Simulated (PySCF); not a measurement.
**How well do the runs reproduce experiment for C2H4O2?**

**Experimental background.**

From NIST CCCBDB Release 22 (SRD 101), experimental polarizabilities, for the gas: mean polarisability 5.149 Å³.

Chong, Molecules 2021, 26, 1947 (electron spectra of vapor-phase indole and four azaindoles) lists, for the gas: C 1s binding energy of C1 291.55 eV; C 1s binding energy of C2 295.38 eV.

From CORE65 (Golze, Keller, Rinke, J. Phys. Chem. Lett. 2020, 11, 1840), as tabulated in Jana, Herbert, J. Chem. Phys. 2023, 158, 094111, SI, for the gas: C 1s binding energy of C1 291.55 eV; C 1s binding energy of C2 295.35 eV; O 1s binding energy of O4 540.1 eV; O 1s binding energy of O3 538.31 eV.

How close the calculation comes is told at the end.

Compound: C2H4O2.
Numbering: `[CH3:1][C:2](=[O:3])[OH:4]` (hydrogens: H5, H6, H7 on C1; H8 on O4)

Cartesian coordinates in Å at the PBE0-D3(BJ)/def2-SVP level; atoms count from 1:
```xyz
8
C2H4O2 angstrom
C     -0.921   -0.034   -0.272
C      0.467    0.297    0.187
O      0.846    1.377    0.553
O      1.272   -0.778    0.164
H     -1.416   -0.653    0.492
H     -1.490    0.891   -0.416
H     -0.891   -0.622   -1.200
H      2.133   -0.478    0.493
```

The PySCF runs (gas phase, on this PBE0-D3(BJ)/def2-SVP geometry; non-relativistic but for the core-level run):

| level | job | basis functions |
| --- | --- | --- |
| HF/def2-SVPD | 10 singlets by TDHF, 4 Tamm–Dancoff triplets, polarisability, ΔSCF ions | 118 |
| LDA/def2-SVPD | 10 singlets by full TDDFT, 4 Tamm–Dancoff triplets, polarisability, ΔSCF ions | 118 |
| PBE/def2-SVPD | 10 singlets by full TDDFT, 4 Tamm–Dancoff triplets, polarisability, ΔSCF ions | 118 |
| CAM-B3LYP/def2-SVPD | 10 singlets by full TDDFT, 4 Tamm–Dancoff triplets, polarisability, ΔSCF ions | 118 |
| PBE0/6-31G* | 10 singlets by full TDDFT, 4 Tamm–Dancoff triplets, polarisability | 64 |
| PBE0/aug-cc-pVTZ | 10 singlets by full TDDFT, 4 Tamm–Dancoff triplets, polarisability | 276 |
| PBE0/def2-SVPD | 10 singlets by full TDDFT, 4 Tamm–Dancoff triplets, polarisability, ΔSCF ions | 118 |
| PBE0/def2-TZVPD | 10 singlets by full TDDFT, 4 Tamm–Dancoff triplets, polarisability | 190 |
| delta-SCF UKS SCAN, pcX-2 on the ionised atom, pcseg-1 elsewhere, spin-free X2C | ΔSCF core ionisation, 4 holes | 107 |

All basis functions are spherical.

**Comparison with experiment**

**Mean polarisability.** Measured: 5.149 Å³ (NIST CCCBDB Release 22 (SRD 101), experimental polarizabilities).

| level | computed (Å³) | computed − measured (Å³) | % (from the printed values) |
| --- | --- | --- | --- |
| HF/def2-SVPD | 4.538 | -0.611 | -12 |
| LDA/def2-SVPD | 5.277 | +0.128 | +2 |
| PBE/def2-SVPD | 5.245 | +0.096 | +2 |
| CAM-B3LYP/def2-SVPD | 4.965 | -0.184 | -4 |
| PBE0/6-31G* | 3.876 | -1.273 | -25 |
| PBE0/aug-cc-pVTZ | 5.071 | -0.078 | -2 |
| PBE0/def2-SVPD | 4.971 | -0.178 | -3 |
| PBE0/def2-TZVPD | 5.055 | -0.094 | -2 |

8 of the 16 levels run are shown, the closest and the furthest among them. Closest is PBE0/aug-cc-pVTZ (-0.078 Å³), furthest PBE0/6-31G* (-1.273 Å³); one molecule doesn't rank methods. The computed values are static and purely electronic, with core orbitals frozen in the response (1 au = 0.148185 Å³). The table of measured values doesn't say here whether a value is static or optical, or holds a vibrational part. The measurement averages over conformers, the calculation has one.

**Core binding energies.** Delta-SCF UKS SCAN, pcX-2 on the ionised atom, pcseg-1 elsewhere, spin-free X2C in PySCF 2.14.0.

```csv
level and atom,computed (eV),measured (eV),computed − measured (eV)
"C 1s, C1",291.59,291.55 and 291.55,+0.04
"C 1s, C2",295.17,295.38 and 295.35,-0.21
"O 1s, O4",540.21,540.1,+0.11
"O 1s, O3",538.06,538.31,-0.25
```

Sources, in the order of the opening: Chong, Molecules 2021, 26, 1947 (electron spectra of vapor-phase indole and four azaindoles); CORE65 (Golze, Keller, Rinke, J. Phys. Chem. Lett. 2020, 11, 1840), as tabulated in Jana, Herbert, J. Chem. Phys. 2023, 158, 094111, SI. Against the first value of each row the mean signed difference is -0.08 eV and the largest in size -0.25 eV. The computed values are vertical, without vibrational structure; measured positions hang on the energy calibration. 

No measured geometry was used, and the causes of the misses weren't examined.
